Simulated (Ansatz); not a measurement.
# How far PBE and PBEsol part for Mg3Sb2, Mg → Be

Take Mg3Sb2 (space group P-3m1, No. 164; a = 4.5959 Å, c = 7.2718 Å) as the base.

(Cell as relaxed with PBE.)

Levels (all Ansatz, a quantum-chemistry and plane-wave program, PAW, earlier PAW set): PBE (420 eV, no spin-orbit coupling); PBEsol (420 eV, no spin-orbit coupling).

Each level relaxes its own structure.

| base | PBE | PBEsol |
|---|---|---|
| volume per atom | 26.60 Å³ | 25.75 Å³ |
| lattice parameter a | 4.596 Å | 4.551 Å |
| band gap | 0.15 eV | 0.15 eV |

Perturbation: every Mg is replaced by Be; the structure is relaxed again.

| quantity | PBE | PBEsol |
|---|---|---|
| lattice parameter a | 3.858 Å | (withheld) |
| c/a ratio | 1.728 | (withheld) |

Q: Predict the PBEsol column.

A: 
- lattice parameter a, PBEsol: 3.819 Å
- c/a ratio, PBEsol: 1.729

PBE's lattice parameter a lies 0.039 Å above PBEsol's (1.0 %). Neither level is exact; PBEsol is the comparison here, not a measurement.

With Sb present, leaving out spin-orbit coupling can change the band edges. Whether these cells are dynamically stable was not tested. As relaxed here, Be3Sb2 is a hypothetical phase, not in the database extracts checked. The final runs are not spin-polarised. The zero or small gap of Mg3Sb2 can change with the level of theory.
